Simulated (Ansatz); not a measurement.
GeO₂:
```xyz
6
Lattice="4.4283 0.0000 0.0000 0.0000 4.4283 0.0000 0.0000 0.0000 2.8844" Properties=species:S:1:pos:R:3 pbc="T T T"
Ge     2.2142     2.2142     1.4422
Ge     0.0000     0.0000     0.0000
O      3.0719     3.0719     0.0000
O      1.3564     1.3564     0.0000
O      3.5706     0.8578     1.4422
O      0.8578     3.5706     1.4422
```

PBEsol (plane waves, PAW; program Ansatz) gives a gap of 1.56 eV without spin–orbit coupling, maximum at Γ, minimum at Γ.

What happens when spin–orbit coupling is switched on?

The gap stays essentially unchanged, to 1.56 eV; maximum at Γ, minimum at Γ.

Give the electron effective mass with spin–orbit coupling.

0.20, 0.24, 0.24 mₑ (principal values).

Give the hole effective mass with spin–orbit coupling.

1.1, 1.1, 1.8 mₑ (principal values).

Space group P4_2/mnm (rutile). The PBEsol relaxation kept the symmetry of its start.

Potentials: the earlier of the program's two PAW sets. The files were generated under PBE; for other functionals the program regenerates the frozen cores, and for LDA and PBEsol the local potential too.
